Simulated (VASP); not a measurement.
The system is SiC.

```
Si C
1.0
     3.07898    0.00000    0.00000
    -1.53949    2.66648    0.00000
     0.00000    0.00000   10.07959
Si C
4 4
Direct
  0.66667 0.33333 0.93783
  0.33333 0.66667 0.43783
  0.00000 0.00000 0.68790
  0.00000 0.00000 0.18790
  0.66667 0.33333 0.74981
  0.33333 0.66667 0.24981
  0.00000 0.00000 0.50046
  0.00000 0.00000 0.00046
```

The cell is a database's computed one.

Base run:

* Program: VASP 6.6.1
* Functional: r2SCAN
* Potentials or basis: VASP PAW PBE potentials, release 64 (Si, C)
* Cutoff: 520 eV
* k mesh: 12 × 12 × 3
* Occupations: gaussian, width 0.03 eV
* Spin: no spin polarisation

Its results: band gap on the k mesh 2.61 eV, indirect (least direct gap 3.79 eV); pressure -0.5 GPa.

Q: The run is repeated on the same cell with these changes: functional from r2SCAN to PBEsol; further incar settings from ALGO = Normal; EDIFF = 1e-07; NBANDS = 26 to ALGO = Fast; EDIFF = 1e-07; NBANDS = 26. What comes out?

A: Band gap on the k mesh 2.11 eV, indirect (least direct gap 3.23 eV); pressure 0.1 GPa.

Caveats: the PAW data sets were made with another functional, which shifts forces and pressure a little.
